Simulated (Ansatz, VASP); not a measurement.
One calculation of Bi, two programs

```
CELL_PARAMETERS angstrom
2.94506 0.00000 0.00000
-1.47253 2.55050 0.00000
0.00000 0.00000 4.65651
ATOMIC_POSITIONS crystal
Bi 0.33333 0.66667 0.25000
Bi 0.66667 0.33333 0.75000
```

Change from the starting cell: volume scaled by 0.58, LAPW.

Alike in both runs: task single point; functional PBEsol; k mesh 12 × 12 × 7; occupations fermi-dirac, width 0.1 eV; no spin polarisation.

|  | VASP | Ansatz |
| --- | --- | --- |
| version | VASP 6.6.1 | Ansatz 0.2.0 |
| potentials or method | VASP PAW PBE potentials, release 64 (Bi_d), cutoff 520 eV | all-electron LAPW, scalar-relativistic |

Ansatz gave:

```
pressure (GPa)                                  : 115.3
largest component of the traceless stress (GPa) : 0.17
```

Estimate VASP's values.

pressure (GPa): 115.3; largest component of the traceless stress (GPa): 0.16.

Ansatz ran all-electron here, so the differences hold the error of VASP's frozen core and of both bases.

Caveats: the cell as given lies far from equilibrium; so large a pressure means that the cell lies far from this level's equilibrium, or that cutoff or potentials fall short (VASP); the potentials were made for another functional, which shifts forces and pressure (VASP).
